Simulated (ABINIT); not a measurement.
Crystal: ZrB2.

```xyz
3
Lattice="3.1700 0.0000 0.0000 -1.5850 2.7453 0.0000 0.0000 0.0000 3.5330" Properties=species:S:1:pos:R:3 pbc="T T T"
Zr    0.0000    0.0000    0.0000
B     1.5850    0.9151    1.7665
B     0.0000    1.8302    1.7665
```

Base run:

* Program: ABINIT 10.8.3 (patched build)
* Functional: PBE
* Potentials or basis: Ansatz NC PBE
* Cutoff: 844 eV
* k mesh: 8 × 8 × 6
* Occupations: fermi-dirac, width 0.05 eV
* Spin: no spin polarisation

Its results: band gap on the k mesh none (metal or under the smearing width); pressure 0.3 GPa.

Question: The run is repeated on the same cell with these changes: potentials or basis from Ansatz NC PBE to PseudoDojo NC SR PBE v0.4.1 standard; cutoff from 844 eV to 1034 eV. What comes out?

Answer: Band gap on the k mesh none (metal or under the smearing width); pressure 0.7 GPa.

Not every run made on this cell is shown here.
